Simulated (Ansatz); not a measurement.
Calculated N-14 nuclear quadrupole resonance for Zr₃N₄

Cell: a structure deposited in the COD, its atoms then relaxed with PBE in this cell.

Space group I-43d (No. 220); a = 6.7400 Å.

| site | Wyckoff | site symmetry | x | y | z |
| --- | --- | --- | --- | --- | --- |
| Zr | 12a | -4.. | 0.3750 | 0.0000 | 0.2500 |
| N | 16c | .3. | 0.0687 | 0.0687 | 0.0687 |

One atom of each set is listed; the run and its k-mesh use a cell of 14 atoms with edges of 5.84, 5.84, 5.84 Å.

Computed with Ansatz: DFT, LDA, plane waves and PAW, scalar-relativistic, 420 eV cutoff, Γ-centred 6×6×6 k-points, Fermi–Dirac smearing 0.02 eV.

N-14: I = 1, Q = 20.44 mb (year-2017 value). Static lattice, zero field.

Problem. At which frequencies do the N-14 NQR lines lie?

Solution. For I = 1 the lines are ν± = (3/4)|C_Q|(1 ± η/3) and ν₀ = |C_Q|η/2.

| site | atoms | V_zz (10²¹ V/m²) | C_Q (MHz) | η | line frequencies (MHz) |
| --- | --- | --- | --- | --- | --- |
| N | 8 | 0.54 | 0.267 | 0.00 | 0.200 |

An axis of threefold or higher order runs through N, so V_zz lies along it and η is zero.

At this cell the LDA pressure is -9 GPa, so with LDA the cell would shrink if it were relaxed. Without spin–orbit coupling (the program notes it for Zr) the gradients can shift somewhat, as the gap is small. With a gap of 0.7 eV on this mesh, small gradients can still move by 0.1 × 10²¹ V/m² or more as the k-mesh gets denser.
